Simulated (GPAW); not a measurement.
# N (P6_3/mmc) in GPAW: a series of runs

Aim: see how the results for N move with the level of theory and the settings. Levels: optB88-vdW, LDA. Tasks: phonons.

Everything below comes from runs of GPAW 26.7.0. Logs are shortened: lines on timing, memory, paths and dates and some standing lists are left out, and cuts for length are marked. The log counts tension as positive stress, the text compression.

**1. Starting point**

Symmetry: P6_3/mmc, No. 194, hexagonal system. Conventional cell: a = 2.519 Å, b = 2.519 Å, c = 2.446 Å, α = 90.00°, β = 90.00°, γ = 120.00°. N (site symmetry -6m2) is surrounded by 6 N at 1.90 Å.

The real solid is made of molecules; this cell is a model form.

**2. Phonons, optB88-vdW**

Contents of run.py:

```python
import json
import numpy as np
from ase import Atoms
from ase.constraints import FixSymmetry
from ase.io import read, write
from ase.optimize import BFGS
from phonopy import Phonopy
from phonopy.structure.atoms import PhonopyAtoms
from gpaw import GPAW, PW

atoms = read('N.xyz')

calc = GPAW(mode=PW(800),
            xc={'name': 'optB88-vdW', 'backend': 'libvdwxc'},
            kpts={'size': (12, 12, 11), 'gamma': True},
            occupations={'name': 'fermi-dirac', 'width': 0.05},
            nbands=11,
            convergence={'density': 1e-06, 'eigenstates': 1e-09},
            maxiter=60,
            legacy_gpaw=True,
            txt='gpaw.txt')
atoms.calc = calc
atoms.set_constraint(FixSymmetry(atoms))
BFGS(atoms, trajectory='relax.traj', logfile='-').run(fmax=0.005, steps=40)
atoms.set_constraint()
energy = atoms.get_potential_energy()
forces = atoms.get_forces()
calc.write('gs.gpw')
write('result.traj', atoms)
print('Cell:', atoms.cell.cellpar().round(4))
print(atoms.get_scaled_positions().round(5))

def force_constants(scale):
    unit = PhonopyAtoms(symbols=atoms.get_chemical_symbols(), cell=atoms.cell[:] * scale**(1 / 3),
                        scaled_positions=atoms.get_scaled_positions())
    ph = Phonopy(unit, supercell_matrix=np.diag([1, 1, 1]), primitive_matrix=np.eye(3), symprec=1e-4)
    ph.generate_displacements(distance=0.01)
    forces = []
    for i, sc in enumerate(ph.supercells_with_displacements):
        a = Atoms(sc.symbols, cell=sc.cell, scaled_positions=sc.scaled_positions, pbc=True)
        c = GPAW(mode=PW(800),
                 xc={'name': 'optB88-vdW', 'backend': 'libvdwxc'},
                 kpts={'size': (12, 12, 11), 'gamma': True},
                 occupations={'name': 'fermi-dirac', 'width': 0.05},
                 nbands=11,
                 convergence={'density': 1e-06, 'eigenstates': 1e-09},
                 maxiter=60,
                 legacy_gpaw=True,
                 txt=f'disp-{scale:.3f}-{i:02d}.txt')
        a.calc = c
        f = a.get_forces()
        forces.append(f - f.mean(axis=0))
        print(f'displacement {i}: drift', f.mean(axis=0).round(5), flush=True)
    ph.forces = forces
    ph.produce_force_constants()
    ph.symmetrize_force_constants()
    return ph

qpoints = [[0.0, 0.0, 0.0]]
results = {}
for scale in [1.0]:
    ph = force_constants(scale)
    ph.run_qpoints(qpoints)
    nu = ph.qpoints.frequencies * 33.35641  # THz to cm^-1
    results[f'{scale:.3f}'] = nu.tolist()
    for qp, f in zip(qpoints, nu):
        print(scale, np.round(qp, 4), f.round(2))
json.dump(results, open('phonons.json', 'w'))
```

Contents of N.xyz:

```xyz
2
Lattice="2.5194737886 0.0000000000 0.0000000000 -1.2597368943 2.1819283051 0.0000000000 0.0000000000 0.0000000000 2.4460020000" Properties=species:S:1:pos:R:3 pbc="T T T"
N     -0.0000000001      1.4546188701      1.8345015000
N      1.2597368944      0.7273094350      0.6115005000
```

Potentials or basis: GPAW PAW data sets (gpaw-data 1.2.1), pw.

Started as:

```console
OMP_NUM_THREADS=1 python run.py
```

gpaw.txt:

```text
___ ___ ___ _ _ _
 |   |   |_  | | | |
 | | | | | . | | | |
 |__ |  _|___|_____|  26.7.0
 |___|_|

Input parameters:
  convergence: {density: 1e-06,
                eigenstates: 1e-09}
  kpts: {gamma: True,
         size: (12, 12, 11)}
  maxiter: 60
  mode: {ecut: 800.0,
         name: pw}
  nbands: 11
  occupations: {name: fermi-dirac,
                width: 0.05}
  xc: {backend: libvdwxc,
       name: optB88-vdW}

System changes: positions, numbers, cell, pbc, initial_charges, initial_magmoms

Initialize ...

species:
  N:
    name:    Nitrogen
    Z:       7.0
    valence: 5
    core:    2
    charge:  0.0  # [|e|]
    compensation charges:
      type: gauss
      rc: 0.18  # [Å]
      lmax: 2
    cutoffs:
      filter: 1.11  # [Å]
      core: 0.96  # [Å]
    projectors
    | kind |    occ | energy [eV] | rcut [Å] |
    |------|--------|-------------|----------|
    |   2s |  2.000 |     -18.583 |    0.603 |
    |   2p |  3.000 |      -7.089 |    0.529 |
    |    s |        |       8.629 |    0.603 |
    |    p |        |      20.123 |    0.529 |
    |    d |        |       0.000 |    0.577 |

    Using partial waves for N as LCAO basis

Reference energy: -2963.443008  # eV

Spin-paired calculation

Convergence criteria:
 Maximum [total energy] change in last 3 cyles: 0.0005 eV / valence electron
 Maximum integral of absolute [dens]ity change: 1e-06 electrons / valence electron
 Maximum integral of absolute [eigenst]ate change: 1e-09 eV^2 / valence electron
 Maximum number of scf [iter]ations: 60
 (Square brackets indicate name in SCF output, whereas a 'c' in
 the SCF output indicates the quantity has converged.)

Symmetries present (total): 12

  ( 1  1  0)  ( 1  1  0)  ( 1  0  0)  ( 1  0  0)  ( 0  1  0)  ( 0  1  0)
  ( 0 -1  0)  (-1  0  0)  ( 0  1  0)  (-1 -1  0)  ( 1  0  0)  (-1 -1  0)
  ( 0  0  1)  ( 0  0 -1)  ( 0  0  1)  ( 0  0 -1)  ( 0  0 -1)  ( 0  0  1)

  ( 0 -1  0)  ( 0 -1  0)  (-1  0  0)  (-1  0  0)  (-1 -1  0)  (-1 -1  0)
  ( 1  1  0)  (-1  0  0)  ( 1  1  0)  ( 0 -1  0)  ( 1  0  0)  ( 0  1  0)
  ( 0  0 -1)  ( 0  0  1)  ( 0  0  1)  ( 0  0 -1)  ( 0  0  1)  ( 0  0 -1)

1584 k-points: 12 x 12 x 11 Monkhorst-Pack grid + [1/24,1/24,0.000000]
174 k-points in the irreducible part of the Brillouin zone
       k-points in crystal coordinates                weights
   0:    -0.00000000   -0.00000000    0.00000000          1/1584
   1:    -0.00000000   -0.00000000    0.09090909          2/1584
   2:    -0.00000000   -0.00000000    0.18181818          2/1584
   3:    -0.00000000   -0.00000000    0.27272727          2/1584
   4:    -0.00000000   -0.00000000    0.36363636          2/1584
   5:    -0.00000000   -0.00000000    0.45454545          2/1584
   6:     0.08333333   -0.00000000   -0.45454545          6/1584
   7:     0.08333333   -0.00000000   -0.36363636          6/1584
   8:     0.08333333   -0.00000000   -0.27272727          6/1584
   9:     0.08333333   -0.00000000   -0.18181818          6/1584
          ...
 173:     0.50000000    0.50000000    0.45454545          6/1584

Wave functions: Plane wave expansion
  Cutoff energy: 800.000 eV
  Number of coefficients (min, max): 675, 702
  Pulay-stress correction: 0.000000 eV/Ang^3 (de/decut=0.000000)
  Using FFTW library
  ScaLapack parameters: grid=1x1, blocksize=None
  Wavefunction extrapolation:
    Improved wavefunction reuse through dual PAW basis

Occupation numbers: Fermi-Dirac:
  width: 0.0500  # eV

Eigensolver
   Davidson(niter=2)

Densities:
  Coarse grid: 18*18*16 grid
  Fine grid: 36*36*32 grid
  Total Charge: 0.000000

Density mixing:
  Method: separate
  Backend: msr1
  Linear mixing parameter: 0.05
  old densities: 10
  Width of damping distribution: 1.1
  Damping of long wavelength oscillations: 20

Hamiltonian:
  XC and Coulomb potentials evaluated on a 36*36*32 grid
  Using the optB88 Exchange-Correlation functional
  External potential:
    NoExternalPotential

XC parameters: optB88 with libvdwxc
  Mode: serial
  Semilocal: GGA_X_OPTB88_VDW+LDA_C_PW with 2 nearest neighbor stencil
  Corresponding non-local functional: vdW-DF
  Local blocksize: 36 x 36 x 32
  PAW datasets: PBE

Number of atoms: 2
Number of atomic orbitals: 8
Number of bands in calculation: 11
Number of valence electrons: 10
Bands to converge: occupied

... initialized

Initializing position-dependent things.

Density initialized from atomic densities
Creating initial wave functions:
  8 bands from LCAO basis set
  3 bands from random numbers

        N
          N

Atomic positions and initial magnetic moments

Positions:
   0 N     -0.000000    1.454619    1.834502    ( 0.0000,  0.0000,  0.0000)
   1 N      1.259737    0.727309    0.611501    ( 0.0000,  0.0000,  0.0000)

Unit cell:
           periodic     x           y           z      points  spacing
  1. axis:    yes    2.519474    0.000000    0.000000    18     0.1212
  2. axis:    yes   -1.259737    2.181928    0.000000    18     0.1212
  3. axis:    yes    0.000000    0.000000    2.446002    16     0.1529

  Lengths:   2.519474   2.519474   2.446002
  Angles:   90.000000  90.000000 120.000000

Effective grid spacing dv^(1/3) = 0.1374

iter:   1   -16.253657
iter:   2   -16.257044   -2.24  -1.41
iter:   3   -16.256314c  -2.46  -1.44
iter:   4   -16.256788c  -4.19  -2.31
iter:   5   -16.256755c  -4.73  -2.67
iter:   6   -16.256751c  -6.62  -3.45
iter:   7   -16.256752c  -7.10  -3.75
iter:   8   -16.256752c  -8.44  -4.63
iter:   9   -16.256752c  -9.22c -4.92
iter:  10   -16.256752c -10.35c -5.57
iter:  11   -16.256752c -11.73c -6.53c

Converged after 11 iterations.

Dipole moment: (-0.000000, 0.000000, -0.000000) |e|*Ang

Energy contributions relative to reference atoms: (reference = -2963.443008)

Kinetic:        +15.831810
Potential:      -15.287408
External:        +0.000000
XC:             -16.942033
Entropy (-ST):   -0.008635
Local:           +0.145196
SIC:             +0.000000
--------------------------
Free energy:    -16.261069
Extrapolated:   -16.256752

Non-local optB88 correlation energy: 1.132122
Semilocal GGA_X_OPTB88_VDW+LDA_C_PW energy: -135.184148
(Not including atomic contributions)
Showing only first 2 kpts
 Kpt  Band  Eigenvalues  Occupancy
  0     3      6.58326    2.00000
  0     4      6.58326    2.00000
  0     5     11.70857    0.00000
  0     6     11.70858    0.00000

  1     3      6.70000    2.00000
  1     4      6.70000    2.00000
  1     5     11.65137    0.00000
  1     6     11.65138    0.00000

Fermi level: 8.94489

No gap
No difference between direct/indirect transitions

Forces in eV/Ang:
  0 N     0.00000   -0.00000    0.00000
  1 N     0.00000    0.00000   -0.00000

Writing to gs.gpw (mode='')
```

It took 2.3 min on 1 thread of Arm Neoverse V1, shared host; peak memory 0.4 GiB.

Results:

| Quantity | Value |
| --- | --- |
| Free energy | -16.2611 eV |
| Band gap on the k mesh | none (metal or under the smearing width) |
| Highest phonon frequency at Γ | 0 cm⁻¹ |
| Most unstable mode | 1215i cm⁻¹ |

Final structure:
```xyz
2
Lattice="2.5195 0.0000 0.0000 -1.2597 2.1819 0.0000 0.0000 0.0000 2.4460" Properties=species:S:1:pos:R:3 pbc="T T T"
N     0.0000    1.4546    1.8345
N     1.2597    0.7273    0.6115
```

Phonon frequencies in cm⁻¹ (negative: imaginary):
| q point | frequencies |
| --- | --- |
| (0.000, 0.000, 0.000) | -1215 -512 -512 0 0 0 |

Caveat: some modes are imaginary; the PAW data sets were made with another functional, which shifts forces and pressure a little.

**3. Phonons, LDA**

Contents of run.py:

```python
import json
import numpy as np
from ase import Atoms
from ase.constraints import FixSymmetry
from ase.filters import FrechetCellFilter
from ase.io import read, write
from ase.optimize import BFGS
from phonopy import Phonopy
from phonopy.structure.atoms import PhonopyAtoms
from gpaw import GPAW, PW, setup_paths

setup_paths.insert(0, '.')

atoms = read('N.xyz')

calc = GPAW(mode=PW(800),
            xc='LDA',
            kpts={'size': (12, 12, 11), 'gamma': True},
            occupations={'name': 'fermi-dirac', 'width': 0.05},
            nbands=13,
            convergence={'density': 1e-06, 'eigenstates': 1e-09},
            maxiter=150,
            txt='gpaw.txt')
atoms.calc = calc
atoms.set_constraint(FixSymmetry(atoms))
BFGS(FrechetCellFilter(atoms), trajectory='relax.traj', logfile='-').run(fmax=0.005, steps=40)
atoms.set_constraint()
energy = atoms.get_potential_energy()
forces = atoms.get_forces()
stress = atoms.get_stress()
calc.write('gs.gpw')
write('result.traj', atoms)
print('Cell:', atoms.cell.cellpar().round(4))
print(atoms.get_scaled_positions().round(5))

def force_constants(scale):
    unit = PhonopyAtoms(symbols=atoms.get_chemical_symbols(), cell=atoms.cell[:] * scale**(1 / 3),
                        scaled_positions=atoms.get_scaled_positions())
    ph = Phonopy(unit, supercell_matrix=np.diag([2, 2, 2]), primitive_matrix=np.eye(3), symprec=1e-4)
    ph.generate_displacements(distance=0.01)
    forces = []
    for i, sc in enumerate(ph.supercells_with_displacements):
        a = Atoms(sc.symbols, cell=sc.cell, scaled_positions=sc.scaled_positions, pbc=True)
        c = GPAW(mode=PW(680),
                 xc='LDA',
                 kpts={'size': (6, 6, 6), 'gamma': True},
                 occupations={'name': 'fermi-dirac', 'width': 0.05},
                 nbands=67,
                 convergence={'density': 1e-06, 'eigenstates': 1e-09},
                 maxiter=150,
                 txt=f'disp-{scale:.3f}-{i:02d}.txt')
        a.calc = c
        f = a.get_forces()
        forces.append(f - f.mean(axis=0))
        print(f'displacement {i}: drift', f.mean(axis=0).round(5), flush=True)
    ph.forces = forces
    ph.produce_force_constants()
    ph.symmetrize_force_constants()
    return ph

qpoints = [[0.0, 0.0, 0.0], [0.0, 0.0, 0.5], [0.0, 0.5, 0.0], [0.0, 0.5, 0.5], [0.5, 0.0, 0.0], [0.5, 0.0, 0.5], [0.5, 0.5, 0.0], [0.5, 0.5, 0.5]]
results = {}
for scale in [1.0]:
    ph = force_constants(scale)
    ph.run_qpoints(qpoints)
    nu = ph.qpoints.frequencies * 33.35641  # THz to cm^-1
    results[f'{scale:.3f}'] = nu.tolist()
    for qp, f in zip(qpoints, nu):
        print(scale, np.round(qp, 4), f.round(2))

path = atoms.cell.bandpath('GMKGALHA,LM,KH', npoints=60, eps=1e-4)
ph.run_qpoints(path.kpts)
results['path'] = (ph.qpoints.frequencies * 33.35641).tolist()
results['path_q'] = path.kpts.tolist()
x, ticks, names = path.get_linear_kpoint_axis()
results['axis'] = [x.tolist(), list(ticks), names]
ph.run_mesh([15, 15, 15], is_gamma_center=True)
ph.run_thermal_properties(temperatures=[0, 100, 200, 300, 500, 800], cutoff_frequency=0.05)
tp = ph.thermal_properties
results['thermal'] = [list(v) for v in (tp.temperatures, tp.free_energy, tp.entropy, tp.heat_capacity)]
for t, fv, s, cv in zip(*results['thermal']):
    print(f'{t:6.0f} K  F {fv:9.4f} kJ/mol  S {s:9.4f} J/K/mol  Cv {cv:9.4f} J/K/mol')
json.dump(results, open('phonons.json', 'w'))
```

N.xyz is that of step 2.

Potentials or basis: PAW data sets generated in the run's folder for this functional, pw.

Started as:

```console
gpaw-setup -f LDA N
OMP_NUM_THREADS=1 python run.py
```

gpaw.txt:

```text
__  _  _
 | _ |_)|_||  |
 |__||  | ||/\| - 26.7.0

Input parameters:
  mode=PW(ecut=800.0),
  convergence={'density': 1e-06, 'eigenstates': 1e-09},
  kpts=MonkhorstPack(size=(12, 12, 11), gamma=True),
  maxiter=150,
  nbands=13,
  occupations=Occupations(name='fermi-dirac', width=0.05),
  xc=XC(name='LDA')

Diagonalizing LCAO Hamiltonian
Converting LCAO to pw mode

        N
          N

Atoms  # Å, Bohr magnetons
|   | symbol |         x |        y |        z |    initial magnetic moments |
|---|--------|-----------|----------|----------|-----------------------------|
| 0 |      N | -0.000000 | 1.454619 | 1.834502 | ( 0.0000,  0.0000,  0.0000) |
| 1 |      N |  1.259737 | 0.727309 | 0.611501 | ( 0.0000,  0.0000,  0.0000) |
[... 182 lines left out ...]
Stress tensor  # eV/Ang^3
|        x |        y |        z |
|----------|----------|----------|
| 0.030921 | 0.000000 | 0.000000 |
| 0.000000 | 0.030921 | 0.000000 |
| 0.000000 | 0.000000 | 0.113644 |

Forces  # eV/Ang
|       x |        y |        z |
|---------|----------|----------|
| 0.00000 |  0.00000 | -0.00000 |  # N    0
| 0.00000 | -0.00000 |  0.00000 |  # N    1

Interpolating wave functions to new cell

        N
          N
[... 389 lines left out ...]
No gap
No difference between direct/indirect transitions

Stress tensor  # eV/Ang^3
|         x |         y |         z |
|-----------|-----------|-----------|
|  0.009187 | -0.000000 |  0.000000 |
| -0.000000 |  0.009187 |  0.000000 |
|  0.000000 |  0.000000 | -0.013015 |

Forces  # eV/Ang
|        x |        y |        z |
|----------|----------|----------|
| -0.00000 | -0.00000 | -0.00000 |  # N    0
|  0.00000 |  0.00000 |  0.00000 |  # N    1
[... 189 lines left out ...]
No gap
No difference between direct/indirect transitions

Stress tensor  # eV/Ang^3
|        x |        y |         z |
|----------|----------|-----------|
| 0.008323 | 0.000000 |  0.000000 |
| 0.000000 | 0.008323 |  0.000000 |
| 0.000000 | 0.000000 | -0.004585 |

Forces  # eV/Ang
|        x |        y |        z |
|----------|----------|----------|
| -0.00000 |  0.00000 |  0.00000 |  # N    0
|  0.00000 | -0.00000 | -0.00000 |  # N    1
[... 189 lines left out ...]
No gap
No difference between direct/indirect transitions

Stress tensor  # eV/Ang^3
|         x |         y |        z |
|-----------|-----------|----------|
|  0.004957 | -0.000000 | 0.000000 |
| -0.000000 |  0.004957 | 0.000000 |
|  0.000000 |  0.000000 | 0.000980 |

Forces  # eV/Ang
|        x |       y |        z |
|----------|---------|----------|
| -0.00000 | 0.00000 |  0.00000 |  # N    0
|  0.00000 | 0.00000 | -0.00000 |  # N    1
[... 189 lines left out ...]
No gap
No difference between direct/indirect transitions

Stress tensor  # eV/Ang^3
|         x |         y |        z |
|-----------|-----------|----------|
|  0.000920 | -0.000000 | 0.000000 |
| -0.000000 |  0.000920 | 0.000000 |
|  0.000000 |  0.000000 | 0.001952 |

Forces  # eV/Ang
|        x |       y |        z |
|----------|---------|----------|
| -0.00000 | 0.00000 |  0.00000 |  # N    0
|  0.00000 | 0.00000 | -0.00000 |  # N    1
[... 198 lines left out ...]
Forces  # eV/Ang
|        x |       y |        z |
|----------|---------|----------|
|  0.00000 | 0.00000 |  0.00000 |  # N    0
| -0.00000 | 0.00000 | -0.00000 |  # N    1

# Writing to gs.gpw (mode='')
```

stdout:

```text
Step          Energy          fmax
BFGS:    0      -11.470509        0.764054
BFGS:    1      -11.477780        0.583128
BFGS:    2      -11.486072        0.084221
BFGS:    3      -11.486419        0.053915
BFGS:    4      -11.486453        0.032088
BFGS:    5      -11.486437        0.012613
BFGS:    6      -11.486359        0.003470
Cell: [  2.4961   2.4961   2.393   90.      90.     120.    ]
[[0.33333 0.66667 0.75   ]
 [0.66667 0.33333 0.25   ]]
displacement 0: drift [ 0. -0.  0.]
1.0 [0. 0. 0.] [-1178.12  -509.15  -509.15    -0.      -0.       0.  ]
1.0 [0.  0.  0.5] [-266.09 -266.09 -266.09 -266.09  700.78  700.78]
1.0 [0.  0.5 0. ] [-678.58 -589.52 -265.63  327.    475.83  576.9 ]
1.0 [0.  0.5 0.5] [-673.16 -673.16 -157.2  -157.2   538.07  538.07]
1.0 [0.5 0.  0. ] [-678.58 -589.52 -265.63  327.    475.83  576.9 ]
1.0 [0.5 0.  0.5] [-673.16 -673.16 -157.2  -157.2   538.07  538.07]
1.0 [0.5 0.5 0. ] [-678.58 -589.52 -265.63  327.    475.83  576.9 ]
1.0 [0.5 0.5 0.5] [-673.16 -673.16 -157.2  -157.2   538.07  538.07]
     0 K  F    6.6846 kJ/mol  S    0.0000 J/K/mol  Cv    0.0000 J/K/mol
   100 K  F    6.5851 kJ/mol  S    2.8344 J/K/mol  Cv    4.8730 J/K/mol
   200 K  F    6.0257 kJ/mol  S    8.5551 J/K/mol  Cv   12.2061 J/K/mol
   300 K  F    4.8706 kJ/mol  S   14.4537 J/K/mol  Cv   16.7102 J/K/mol
   500 K  F    0.9725 kJ/mol  S   24.0228 J/K/mol  Cv   20.3502 J/K/mol
   800 K  F   -7.8309 kJ/mol  S   34.0084 J/K/mol  Cv   21.9306 J/K/mol
```

Wall time 18 min (1 thread of Arm Neoverse V1, shared host); peak memory 0.96 GiB.

Results:

| Quantity | Value |
| --- | --- |
| Free energy | -11.4864 eV |
| Relaxed volume | 6.46 Å³/atom |
| Relaxed cell | a = 2.496 Å, b = 2.496 Å, c = 2.393 Å, α = 90.00°, β = 90.00°, γ = 120.00° |
| Space group after relaxing (to 0.05 Å) | P6_3/mmc (No. 194) |
| Pressure after relaxing | 0.0 GPa |
| Band gap on the k mesh | none (metal or under the smearing width) |
| Highest phonon frequency | 701 cm⁻¹ |
| Most unstable mode | 1178i cm⁻¹ |

Final structure:
```
CELL_PARAMETERS angstrom
2.49611 0.00000 0.00000
-1.24805 2.16169 0.00000
0.00000 0.00000 2.39299
ATOMIC_POSITIONS crystal
N 0.33333 0.66667 0.75000
N 0.66667 0.33333 0.25000
```

Levels at points of the mesh, in eV from the Fermi level:
| k point | band 1 | band 2 | band 3 | band 4 | band 5 | band 6 | band 7 | band 8 | band 9 |
| --- | --- | --- | --- | --- | --- | --- | --- | --- | --- |
| (0.00, 0.00, 0.00) | -22.60 | -4.96 | -4.94 | -2.69 | -2.69 | 2.76 | 2.76 | 6.28 | 14.31 |
| (0.50, 0.50, 0.00) | -17.78 | -14.87 | -5.45 | -2.04 | -1.57 | 1.73 | 3.01 | 5.27 | 13.39 |

Phonon frequencies in cm⁻¹ (negative: imaginary):
```tsv
q point	frequencies
(0.000, 0.000, 0.000)	-1178 -509 -509 0 0 0
(0.000, 0.000, 0.500)	-266 -266 -266 -266 701 701
(0.000, 0.500, 0.000)	-679 -590 -266 327 476 577
(0.000, 0.500, 0.500)	-673 -673 -157 -157 538 538
(0.500, 0.000, 0.000)	-679 -590 -266 327 476 577
(0.500, 0.000, 0.500)	-673 -673 -157 -157 538 538
(0.500, 0.500, 0.000)	-679 -590 -266 327 476 577
(0.500, 0.500, 0.500)	-673 -673 -157 -157 538 538
```

Caveat: the cutoff is short for stress and forces, so pressures can be off by a GPa or more; some modes are imaginary; phonon bands are interpolated from a small supercell.
